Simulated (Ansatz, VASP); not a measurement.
One calculation of RbBr, two programs

```
CELL_PARAMETERS angstrom
4.12608 0.00000 0.00000
0.00000 4.12608 0.00000
0.00000 0.00000 4.12608
ATOMIC_POSITIONS crystal
Rb 0.97836 0.00271 0.00020
Br 0.50000 0.50000 0.50000
```

Change from the starting cell: one atom moved.

Alike in both runs: task single point; functional PBE; k mesh 6 × 6 × 6; occupations gaussian, width 0.02 eV; no spin polarisation.

|  | VASP | Ansatz |
| --- | --- | --- |
| version | VASP 6.6.1 | Ansatz 0.2.0 |
| potentials or method | VASP PAW PBE potentials, release 64 (Rb_sv, Br) | scalar-relativistic, plane waves, PAW |
| plane-wave cutoff (eV) | 520 | 420 |
| valence electrons in the cell | 16 | 16 |

Ansatz gave:

| Property | Result |
| --- | --- |
| gap on the k mesh at the Fermi level (eV) | 4.09 |
| least direct gap on the mesh (eV) | 4.24 |
| pressure (GPa) | 0.8 |
| rms of the force components (eV/Å) | 0.042 |

Question: Which values does VASP return?

Answer: gap on the k mesh at the Fermi level (eV): 4.08; least direct gap on the mesh (eV): 4.24; pressure (GPa): 0.9; rms of the force components (eV/Å): 0.043.

Atom by atom the forces differ by 0.000 eV/Å (rms over components). The functional is the same, so the differences come from potentials, cutoffs and numerics.

A k mesh can miss the band edges.
